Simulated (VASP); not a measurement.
# SnTe: evGW0 quasiparticle levels with PBE

The system is SnTe.

```
CELL_PARAMETERS angstrom
0.00000 3.15085 3.15085
3.15085 0.00000 3.15085
3.15085 3.15085 0.00000
ATOMIC_POSITIONS crystal
Te 0.50000 0.50000 0.50000
Sn 0.00000 0.00000 0.00000
```

* Program: VASP 6.6.1
* Task: evGW0 quasiparticle levels
* Functional: PBE
* Potentials or basis: VASP PAW PBE potentials, release 64 (Te_GW, Sn_d_GW)
* Cutoff: 500 eV
* k mesh: 4 × 4 × 4
* Occupations: gaussian, width 0.01 eV
* Spin: no spin polarisation
* Ladder: free
* GW scheme: evGW0
* GW iterations: 4
* Cutoff of the response function: 150
* Frequency points: 50
* Empty bands: 261
* Further INCAR settings: ALGO = EVGW0; EDIFF = 1e-08; NBANDS = 271

| Item | Value |
| --- | --- |
| Band gap on the k mesh, mean-field level | 0.09 eV, direct |
| Quasiparticle gap | 0.02 eV |
| Least direct quasiparticle gap | 0.02 eV |

Levels at points of the mesh, in eV from the valence-band top:
```
           k point  band 6  band 7  band 8  band 9  band 10  band 11  band 12  band 13  band 14
(0.00, 0.00, 0.00)  -12.82   -4.70   -2.16   -2.16    -2.16     3.34     3.34     3.34     4.77
(0.50, 0.00, 0.00)  -11.55   -8.34   -1.82   -1.82     0.00     0.09     0.36     0.36     7.75
(0.50, 0.50, 0.00)  -11.25   -6.48   -5.59   -3.75    -3.75     2.17     4.91     4.91     6.36
```

Quasiparticle gap after each update of the energies (eV): 0.04, 0.04, 0.03, 0.02

It took 13 min on 4 MPI ranks on Intel(R) Xeon(R) Platinum 8259CL CPU @ 2.50GHz (Skylake/Cascade Lake), with other jobs on the host, peak memory 0.8 GiB a rank.

Caveat: the k mesh is coarse (spacing up to 0.43 Å⁻¹), so the values aren't converged; bands, screening cutoff and mesh are small and nothing is extrapolated, so the quasiparticle values aren't converged; spin-orbit coupling is left out, which moves the levels of the heavy elements. A k mesh can miss the band edges.
